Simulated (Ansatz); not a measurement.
**TiCo: single point with PBEsol**

The system is TiCo.

```xyz
2
Lattice="2.9861 0.0000 0.0000 0.0000 2.9861 0.0000 0.0000 0.0000 2.9861" Properties=species:S:1:pos:R:3 pbc="T T T"
Co    1.4931    1.4931    1.4931
Ti    0.0000    0.0000    0.0000
```

The cell comes from a database or a generator and needn't be the stable form of this composition.

```
Program             : Ansatz 0.2.0
Task                : single point
Functional          : PBEsol
Potentials or basis : Ansatz PAW
Cutoff              : 420 eV (not typed: the program's choice for these potentials)
k mesh              : 9 × 9 × 9
Occupations         : fermi-dirac, width 0.05 eV
Spin                : collinear spin, ferromagnetic start
Starting moments    : [3.5, 2.5] μB
```

The pressure is -8.1 GPa. The band gap on the k mesh is none (metal or under the smearing width), the net moment is 0.71 μB per cell and the absolute moment is 0.89 μB per cell. The site moments are Co +0.79; Ti -0.03 μB.

Levels at points of the mesh, in eV from the Fermi level:
Spin up:
| k point | band 10 | band 11 | band 12 | band 13 | band 14 | band 15 | band 16 | band 17 | band 18 | band 19 |
| --- | --- | --- | --- | --- | --- | --- | --- | --- | --- | --- |
| (0.00, 0.00, 0.00) | -4.13 | -4.13 | -1.82 | -1.82 | -1.82 | 0.52 | 0.52 | 2.69 | 2.69 | 2.69 |
Spin down:
| k point | band 10 | band 11 | band 12 | band 13 | band 14 | band 15 | band 16 | band 17 | band 18 | band 19 |
| --- | --- | --- | --- | --- | --- | --- | --- | --- | --- | --- |
| (0.00, 0.00, 0.00) | -3.61 | -3.61 | -1.32 | -1.32 | -1.32 | 0.96 | 0.96 | 2.77 | 2.77 | 2.77 |

Wall time 2.7 s on 2 threads of Arm Neoverse V2, on a shared host, peak memory 0.33 GiB.

Caveat: the PAW data sets come from PBE, with cores solved anew for the run's functional, which leaves a small shift of forces and pressure.
